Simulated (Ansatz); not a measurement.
Crystal: MgTe.

```xyz
2
Lattice="0.0000 3.2320 3.2320 3.2320 0.0000 3.2320 3.2320 3.2320 0.0000" Properties=species:S:1:pos:R:3 pbc="T T T"
Te    1.6160    1.6160    1.6160
Mg    0.0000    0.0000    0.0000
```

The cell comes from a database or a generator and needn't be the stable form of this composition.

- Program: Ansatz 0.2.0
- Task: single point
- Functional: PBE
- Potentials or basis: Ansatz PAW
- Cutoff: 420 eV (not typed: the program's choice for these potentials)
- k mesh: 7 × 7 × 7
- Occupations: fermi-dirac, width 0.05 eV
- Spin: no spin polarisation

On this cell: pressure 0.7 GPa; largest force zero by symmetry; band gap on the k mesh 2.42 eV, direct.

The same run follows on a disturbed copy (atoms moved at random, drawn with an rms of 0.05 Å):

```
CELL_PARAMETERS angstrom
0.00000 3.23200 3.23200
3.23200 0.00000 3.23200
3.23200 3.23200 0.00000
ATOMIC_POSITIONS crystal
Te 0.25492 0.24451 0.24030
Mg 0.00808 0.98739 0.99791
```

What does the disturbed cell give?

The energy moves by +1.4 meV/atom; pressure 0.8 GPa; largest force 0.156 eV/Å; band gap on the k mesh 2.38 eV, direct.

Forces in eV/Å, atoms in the order of the input:
```
Te   0.001  0.146 -0.053
Mg  -0.001 -0.146  0.053
```

Stress tensor (GPa, compression positive):
```
 0.76 -0.16  0.43
-0.16  0.74  0.01
 0.43  0.01  0.76
```

Caveats: odd divisions of the mesh miss points on the zone boundary, where band edges often lie, so the gap on the mesh can be too wide; spin-orbit coupling is left out, which moves the levels of the heavy elements.

